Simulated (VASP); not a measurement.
# ZnS (Wurtzite-2H) (P6_3mc) in VASP: further runs

ZnS (Wurtzite-2H) is run at these levels: LDA, BLYP+D3(BJ); tasks: single point.

Everything below comes from runs of VASP 6.6.1. Logs are shortened: lines on timing, memory, paths and dates and some standing lists are left out, and cuts for length are marked.

**Measured values to compare with.**

From a printed reference work, monograph, for a bulk crystal of ZnS at 4 K: band gap 3.911 eV (direct).

How close the calculation comes is told below.

## (1) The cell of the first run

Symmetry: P6_3mc, No. 186, hexagonal system. Conventional cell: a = 3.785 Å, b = 3.785 Å, c = 6.192 Å, α = 90.00°, β = 90.00°, γ = 120.00°. Zn (site symmetry 3m) has 4 S at 2.30 to 2.38 Å within 3.0 Å. Within 3.0 Å of S (site symmetry 3m) lie 4 Zn at 2.30 to 2.38 Å.

## (2) Single point, LDA

Input file INCAR:

```
SYSTEM = ZnS
ALGO = Normal
EDIFF = 1E-7
ENCUT = 520
ISIF = 2
ISMEAR = -1
LASPH = .TRUE.
LCHARG = .FALSE.
LREAL = .FALSE.
LWAVE = .FALSE.
NBANDS = 26
NELM = 60
PREC = Accurate
SIGMA = 0.05
```

Input file KPOINTS:

```
k-points
0
G
  8 8 5
  0 0 0
```

Input file POSCAR:

```
ZnS
1.0
    3.7854220481      0.0000000000      0.0000000000
   -1.8927110241      3.2782716577      0.0000000000
    0.0000000000      0.0000000000      6.1921598132
Zn S
2 2
Direct
    0.6666666667      0.3333333333      0.5000000000
    0.3333333333      0.6666666667      0.0000000000
    0.6666666667      0.3333333333      0.8850000000
    0.3333333333      0.6666666667      0.3850000000
```

Potentials or basis: VASP PAW LDA potentials, release 64 (Zn, S).

Started as:

```console
$ cat potpaw_LDA.64/Zn/POTCAR potpaw_LDA.64/S/POTCAR > POTCAR
$ mpirun -np 1 vasp_std > vasp.out
```

OUTCAR:

```text
SYSTEM = ZnS
   EDIFF = 1E-7
   ENCUT = 520
   ISIF = 2
   ISMEAR = -1
   LASPH = .TRUE.
   LREAL = .FALSE.
   NELM = 60
   PREC = Accurate

 ion  position               nearest neighbor table
   1  0.667  0.333  0.500-   4 2.30   4 2.30   4 2.30   3 2.38
   2  0.333  0.667  0.000-   3 2.30   3 2.30   3 2.30   4 2.38
   3  0.667  0.333  0.885-   2 2.30   2 2.30   2 2.30   1 2.38
   4  0.333  0.667  0.385-   1 2.30   1 2.30   1 2.30   2 2.38

  LATTYP: Found a hexagonal cell.
 ALAT       =     3.7854220481
 C/A-ratio  =     1.6357911310

  Lattice vectors:

 A1 = (   3.7854220481,   0.0000000000,   0.0000000000)
 A2 = (  -1.8927110241,   3.2782716577,   0.0000000000)
 A3 = (   0.0000000000,   0.0000000000,   6.1921598132)

Analysis of symmetry for initial positions (statically):
=====================================================================
 Subroutine PRICEL returns:
 Original cell was already a primitive cell.

 Routine SETGRP: Setting up the symmetry group for a
 hexagonal supercell.

 Subroutine GETGRP returns: Found 12 space group operations
 (whereof  6 operations were pure point group operations)
 out of a pool of 24 trial point group operations.

The static configuration has the point symmetry C_3v.
 The point group associated with its full space group is C_6v.

Analysis of symmetry for dynamics (positions and initial velocities):
=====================================================================
 Subroutine PRICEL returns:
 Original cell was already a primitive cell.

 Routine SETGRP: Setting up the symmetry group for a
 hexagonal supercell.

 Subroutine GETGRP returns: Found 12 space group operations
 (whereof  6 operations were pure point group operations)
 out of a pool of 24 trial point group operations.

The dynamic configuration has the point symmetry C_3v.
 The point group associated with its full space group is C_6v.

 Subroutine INISYM returns: Found 12 space group operations
 (whereof  6 operations are pure point group operations),
 and found     1 'primitive' translations

----------------------------------------------------------------------------------------

                                     Primitive cell

  volume of cell :      76.8425

  direct lattice vectors                    reciprocal lattice vectors
     3.785422048  0.000000000  0.000000000     0.264171336  0.152519392  0.000000000
    -1.892711024  3.278271658  0.000000000     0.000000000  0.305038784  0.000000000
     0.000000000  0.000000000  6.192159813     0.000000000  0.000000000  0.161494540

  length of vectors
     3.785422048  3.785422048  6.192159813     0.305038784  0.305038784  0.161494540

  position of ions in fractional coordinates (direct lattice)
     0.666666667  0.333333333  0.500000000
     0.333333333  0.666666667  0.000000000
     0.666666667  0.333333333  0.885000000
     0.333333333  0.666666667  0.385000000

  ion indices of the primitive-cell ions
   primitive index   ion index
                 1           1
                 2           2
                 3           3
                 4           4

----------------------------------------------------------------------------------------

 KPOINTS: k-points

Automatic generation of k-mesh.
 Grid dimensions read from file:
 generate k-points for:    8    8    5

 Generating k-lattice:

  Cartesian coordinates                     Fractional coordinates (reciprocal lattice)
     0.033021417  0.019064924  0.000000000     0.125000000 -0.000000000  0.000000000
     0.000000000  0.038129848  0.000000000     0.000000000  0.125000000  0.000000000
     0.000000000  0.000000000  0.032298908     0.000000000  0.000000000  0.200000000

  Length of vectors
     0.038129848  0.038129848  0.032298908

  Shift w.r.t. Gamma in fractional coordinates (k-lattice)
     0.000000000  0.000000000  0.000000000

 Subroutine IBZKPT returns following result:
 ===========================================

 Found     30 irreducible k-points:

 Following reciprocal coordinates:
            Coordinates               Weight
  0.000000  0.000000  0.000000      1.000000
  0.125000 -0.000000  0.000000      6.000000
  0.250000 -0.000000  0.000000      6.000000
  0.375000  0.000000  0.000000      6.000000
  0.500000 -0.000000  0.000000      3.000000
  0.125000  0.125000  0.000000      6.000000
[... 16 lines left out ...]
  0.250000 -0.000000  0.400000     12.000000
  0.375000  0.000000  0.400000     12.000000
 [... further k-points ...]
   k-points           NKPTS =     30   k-points in BZ     NKDIM =     30   number of bands    NBANDS=     26
   number of dos      NEDOS =    301   number of ions     NIONS =      4
   total plane-waves  NPLWV =  37632
   dimension x,y,z NGX =    28 NGY =   28 NGZ =   48
   dimension x,y,z NGXF=    56 NGYF=   56 NGZF=   96
   ions per type =               2   2
   NGX,Y,Z   is equivalent  to a cutoff of  12.30, 12.30, 12.89 a.u.
   NGXF,Y,Z  is equivalent  to a cutoff of  24.59, 24.59, 25.77 a.u.
 SYSTEM =  ZnS
   PREC   = accura    normal or accurate (medium, high low for compatibility)
   ISTART =      0    job   : 0-new  1-cont  2-samecut
   ICHARG =      2    charge: 1-file 2-atom 10-const
   ISPIN  =      1    spin polarized calculation?
   LNONCOLLINEAR =      F non collinear calculations
   LSORBIT =      F    spin-orbit coupling
   LASPH  =      T    aspherical Exc in radial PAW
   ENCUT  =  520.0 eV  38.22 Ry    6.18 a.u.   7.04  7.04 11.51*2*pi/ulx,y,z
   NELM   =     60;   NELMIN=  2; NELMDL= -5     # of ELM steps
   EDIFF  = 0.1E-06   stopping-criterion for ELM
   LREAL  =      F    real-space projection
   EDIFFG = 0.1E-05   stopping-criterion for IOM
   NSW    =      0    number of steps for IOM
   IBRION =     -1    ionic relax: 0-MD 1-quasi-New 2-CG
   NFREE  =      0    steps in history (QN), initial steepest desc. (CG)
   ISIF   =      2    stress and relaxation
   ISYM   =      2    0-nonsym 1-usesym 2-fastsym
   POTIM  = 0.5000    time-step for ionic-motion
   TEBEG  =    0.0;   TEEND  =   0.0 temperature during run
   PSTRESS=    0.0 pullay stress
   NELECT =      36.0000    total number of electrons
   NUPDOWN=      -1.0000    fix difference up-down
   EMIN   =  10.00;   EMAX   =-10.00  energy-range for DOS
   EFERMI =   0.00;   METHOD = LEGACY
   ISMEAR =    -1;   SIGMA  =   0.05  broadening in eV -4-tet -1-fermi 0-gaus
   EFERMI_NEDOS =   21; number of points for ismear=-14 and -15
   IALGO  =     38    algorithm
   IMIX   =      4    mixing-type and parameters
     AMIX     =   0.40;   BMIX     =  1.00
     AMIX_MAG =   1.60;   BMIX_MAG =  1.00
  volume/ion in A,a.u.               =      19.21       129.64
  Fermi-wavevector in a.u.,A,eV,Ry     =   1.271477  2.402743 21.995912  1.616654
  Thomas-Fermi vector in A             =   2.404408
   LORBIT       =      0    0 simple, 1 ext, 2 COOP (PROOUT), +10 PAW based schemes
   GGA     = CA    functional components
   LHFCALC =     F    Hartree Fock is set to
   AEXX    =    0.0000 exact exchange contribution
   IVDW    =     0    specifies the selected vdW correction
   LEPSILON=     F    determine dielectric tensor
   LRPA    =     F    only Hartree local field effects (RPA)
 non-spin polarized calculation
  energy-cutoff  :      520.00
  volume of cell :       76.84
 maximum number of plane-waves:      2086
   NGX = 15   NGY = 15   NGZ = 23

 number of electron      35.9999967 magnetization

 Free energy of the ion-electron system (eV)
  ---------------------------------------------------
  ext. energy  EPLUGINS =         0.00000000
  ---------------------------------------------------
  free energy    TOTEN  =       -16.36403755 eV

  energy without entropy =      -16.36403755  energy(sigma->0) =      -16.36403755

 E-fermi :   3.1911     XC(G=0): -10.1532

 val. band max:        2.1757588190   @ k =   0.0000   0.0000   0.0000
 cond. band min:       4.2935954981   @ k =   0.0000   0.0000   0.0000
 fundamental gap:      2.1178366791
 Fermi energy:         3.1911230304

 k-point     1 :       0.0000    0.0000    0.0000
  band No.  band energies     occupation
      1     -11.1307      2.00000
      2     -10.1459      2.00000
      3      -4.4364      2.00000
      4      -4.4364      2.00000
      5      -4.3720      2.00000
      6      -4.3720      2.00000
[... 18 lines left out ...]
     25       9.6913      0.00000
     26      11.3329      0.00000

 k-point     2 :       0.1250   -0.0000    0.0000
  band No.  band energies     occupation
      1     -11.0183      2.00000
      2     -10.0810      2.00000
      3      -4.4462      2.00000
      4      -4.4105      2.00000
      5      -4.3649      2.00000
      6      -4.3387      2.00000
[... 18 lines left out ...]
     25      10.1891      0.00000
     26      10.6506      0.00000

 k-point     3 :       0.2500   -0.0000    0.0000
  band No.  band energies     occupation
      1     -10.7157      2.00000
      2      -9.9285      2.00000
      3      -4.4501      2.00000
      4      -4.3532      2.00000
      5      -4.3414      2.00000
      6      -4.2549      2.00000
[... 18 lines left out ...]
     25      10.4976      0.00000
     26      11.0183      0.00000

 k-point     4 :       0.3750    0.0000    0.0000
  band No.  band energies     occupation
      1     -10.3398      2.00000
      2      -9.8047      2.00000
      3      -4.4187      2.00000
      4      -4.3081      2.00000
      5      -4.2786      2.00000
      6      -4.1653      2.00000
[... 18 lines left out ...]
     25      10.8232      0.00000
     26      12.3590      0.00000
[... 496 lines left out ...]
      1     -10.7276      2.00000
      2     -10.4406      2.00000
      3      -4.4393      2.00000
      4      -4.4096      2.00000
      5      -4.3918      2.00000
      6      -4.3697      2.00000
[... 18 lines left out ...]
     25       9.4489      0.00000
     26       9.8137      0.00000

 k-point    23 :       0.2500   -0.0000    0.4000
  band No.  band energies     occupation
      1     -10.4628      2.00000
      2     -10.2202      2.00000
      3      -4.4498      2.00000
      4      -4.4096      2.00000
      5      -4.3233      2.00000
      6      -4.2927      2.00000
[... 18 lines left out ...]
     25      10.0103      0.00000
     26      10.5466      0.00000

 k-point    24 :       0.3750    0.0000    0.4000
  band No.  band energies     occupation
      1     -10.1550      2.00000
      2      -9.9888      2.00000
      3      -4.4307      2.00000
      4      -4.3878      2.00000
      5      -4.2602      2.00000
      6      -4.2157      2.00000
[... 18 lines left out ...]
     25      11.1366      0.00000
     26      11.5134      0.00000

 [... further k-points ...]
[... 5 lines left out ...]
  --------------------------------------------------------------------------------------
  -------------------------------------------------------------------------------------
  Total       -0.7757197     -0.7757197     -1.6573764      0.0000000      0.0000000      0.0000000
  in kB      -16.1738726    -16.1738726    -34.5565468      0.0000000      0.0000000      0.0000000
  external PRESSURE =     -22.3014307 kB  Pullay stress =       0.0000000 kB

 VOLUME and BASIS-vectors are now :
 -----------------------------------------------------------------------------
  energy-cutoff  :      520.00
  volume of cell :       76.84
      direct lattice vectors                 reciprocal lattice vectors
     3.785422048  0.000000000  0.000000000     0.264171336  0.152519392  0.000000000
    -1.892711024  3.278271658  0.000000000     0.000000000  0.305038784  0.000000000
     0.000000000  0.000000000  6.192159813     0.000000000  0.000000000  0.161494540

 POSITION                                       TOTAL-FORCE (eV/Angst)
 -----------------------------------------------------------------------------------
      1.89271      1.09276      3.09608        -0.000000      0.000000      0.322445
     -0.00000      2.18551      0.00000        -0.000000     -0.000000      0.322445
      1.89271      1.09276      5.48006        -0.000000      0.000000     -0.322445
     -0.00000      2.18551      2.38398         0.000000     -0.000000     -0.322445
 -----------------------------------------------------------------------------------
    total drift:                               -0.000000     -0.000000      0.000026

  FREE ENERGIE OF THE ION-ELECTRON SYSTEM (eV)
  ---------------------------------------------------
  free  energy   TOTEN  =       -16.3640375510 eV

  energy  without entropy=      -16.3640375510  energy(sigma->0) =      -16.36403755
```

Wall time 19 s (1 thread of Intel Xeon 6975P-C (Granite Rapids), shared host); peak memory 0.18 GiB.

What came out:

```
Free energy            : -16.3640 eV
Pressure               : -2.2 GPa
Largest force          : 0.322 eV/Å
Band gap on the k mesh : 2.12 eV, direct
```

Forces on the atoms (eV/Å):
```
Zn   0.000  0.000  0.322
Zn   0.000  0.000  0.322
S    0.000  0.000 -0.322
S    0.000  0.000 -0.322
```

Stress tensor (GPa, compression positive):
```
-1.62  0.00  0.00
 0.00 -1.62  0.00
 0.00  0.00 -3.46
```

Levels at points of the mesh, in eV from the valence-band top:
| k point | band 16 | band 17 | band 18 | band 19 | band 20 | band 21 |
| --- | --- | --- | --- | --- | --- | --- |
| (0.00, 0.00, 0.00) | -0.01 | -0.01 | 0.00 | 2.12 | 2.84 | 6.14 |
| (0.50, 0.00, 0.00) | -2.35 | -1.66 | -1.03 | 3.40 | 4.15 | 4.99 |

[end of part 1 of 2]
